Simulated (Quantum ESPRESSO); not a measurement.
WC (Qusongite): band structure with PBE

Crystal: WC (Qusongite).

```
CELL_PARAMETERS angstrom
2.90650 0.00000 0.00000
-1.45325 2.51710 0.00000
0.00000 0.00000 2.83660
ATOMIC_POSITIONS crystal
W 0.00000 0.00000 0.00000
C 0.66667 0.33333 0.50000
```

```
Program             : Quantum ESPRESSO 7.5
Task                : band structure
Functional          : PBE
Potentials or basis : PseudoDojo 0.4.1 SR PBE standard
Cutoff              : 1116 eV
Density cutoff      : 4463 eV
k mesh              : 10 × 10 × 9
Occupations         : fermi-dirac, width 0.05 eV
Spin                : no spin polarisation
Mixing beta         : 0.5
Most SCF iterations : 120
SCF threshold       : 4e-10 Ry
```

```yaml
Pressure: 5.7 GPa
Band_gap_on_the_k_mesh: none (metal or under the smearing width)
```

Stress tensor (GPa, compression positive):
```
5.96 0.00 0.00
0.00 5.96 0.00
0.00 0.00 5.25
```

Levels at the corners of the path, in eV from the Fermi level:
```csv
point,band 6,band 7,band 8,band 9,band 10,band 11,band 12,band 13
Γ,-4.30,-3.34,-3.34,0.07,3.24,3.24,5.61,5.61
M,-7.04,-3.63,-3.56,-0.48,2.35,4.54,4.87,6.86
K,-6.57,-4.56,-3.46,0.63,0.98,2.05,3.22,9.18
Γ,-4.30,-3.34,-3.34,0.07,3.24,3.24,5.61,5.61
A,-8.65,-2.02,-2.02,-0.58,-0.58,3.65,4.53,4.53
L,-6.46,-4.32,-4.19,0.29,4.44,5.30,6.64,9.17
H,-7.22,-5.40,-1.63,-0.65,4.40,6.38,7.59,9.14
A,-8.65,-2.02,-2.02,-0.58,-0.58,3.65,4.53,4.53
L,-6.46,-4.32,-4.19,0.29,4.44,5.30,6.64,9.17
M,-7.04,-3.63,-3.56,-0.48,2.35,4.54,4.87,6.86
K,-6.57,-4.56,-3.46,0.63,0.98,2.05,3.22,9.18
H,-7.22,-5.40,-1.63,-0.65,4.40,6.38,7.59,9.14
```

Run time: 48 s on 1 thread of AMD EPYC 7R43 64-Core Processor (Zen 3) (shared host), peak memory 0.09 GiB.

Caveat: spin-orbit coupling is left out, which moves the levels of the heavy elements.
